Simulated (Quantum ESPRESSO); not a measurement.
Runs of Quantum ESPRESSO 7.5 on Co. The structure is hexagonal, space group P6_3/mmc (No. 194). The conventional cell has a = 2.472 Å, b = 2.472 Å, c = 4.021 Å, α = 90.00°, β = 90.00°, γ = 120.00°. Around Co (site symmetry -6m2) lie 12 Co at 2.47 Å. 

```tsv
task	level	potentials or basis	U	cell	k mesh	cutoff (eV)	smearing	hubbard projectors	SCF threshold	most ionic steps	forc conv thr	etot conv thr	mesh quality	gap on the mesh (eV)	pressure (GPa)	moment (μB)
single point	PBEsol+U	GBRV 1.5 PBEsol	Co d U = 6 eV	as given	12 × 12 × 7	762	fermi-dirac 0.05 eV	ortho-atomic	4e-10 Ry	-	-	-	not flagged	none	3.9	(a)
single point	PBEsol+U	GBRV 1.5 PBEsol	Co d U = 8 eV	as given	12 × 12 × 7	762	fermi-dirac 0.05 eV	ortho-atomic	4e-10 Ry	-	-	-	not flagged	none	6.4	3.86
relaxation of the atoms	PBEsol	PseudoDojo 0.4 SR PBEsol stringent	-	atoms relaxed	8 × 8 × 5	1415	fermi-dirac 0.1 eV	-	4e-10 Ry	40	0.0004 Ry/bohr	1e-05 Ry	coarse	none	-	3.27
band structure	r2SCAN	SG15 PBE 1.2	-	as given	9 × 9 × 5	952	fermi-dirac 0.05 eV	-	1e-08 Ry	-	-	-	coarse	none	-	3.58
Wannier functions	LDA	JTH 2.0 LDA	-	as given	9 × 9 × 5	490	fermi-dirac 0.05 eV	-	4e-10 Ry	-	-	-	coarse	none	-	3.03
Hubbard U by linear response	LDA+U	JTH 2.0 LDA	Co d U = 5.3 eV	as given	10 × 10 × 6	490	gaussian 0.2 eV	ortho-atomic	4e-10 Ry	-	-	-	not flagged	none	-	(b)
band structure	LDA	PseudoDojo 0.4.1 SR LDA standard	-	as given	12 × 12 × 7	1306	fermi-dirac 0.05 eV	-	4e-10 Ry	-	-	-	not flagged	none	-15.1	3.05
single point	PBEsol	GBRV 1.5 PBEsol	-	as given	12 × 12 × 7	762	fermi-dirac 0.05 eV	-	4e-10 Ry	-	-	-	not flagged	none	-5.4	3.29
```

Alike in all rows: spin collinear, ferromagnetic start.

Q: Fill in the values left out.

A: (a) 3.76; (b) 3.41.

Caveats: some runs use coarse meshes; the U is typed as a test and isn't derived for this compound (some runs); the cutoff is low for these files, which shifts pressure and relaxed volume (some runs); the potentials were made for another functional, which shifts forces and pressure (some runs); on PAW files with symmetry the computed U can be off by some tenths of an eV for atoms off the origin (some runs); so large a pressure means that the cell lies far from this level's equilibrium, or that cutoff or potentials fall short (some runs).

A k mesh can miss the band edges.

A gap of «none» marks a metal or a gap under the smearing width.

Not every run made on this cell is shown here.
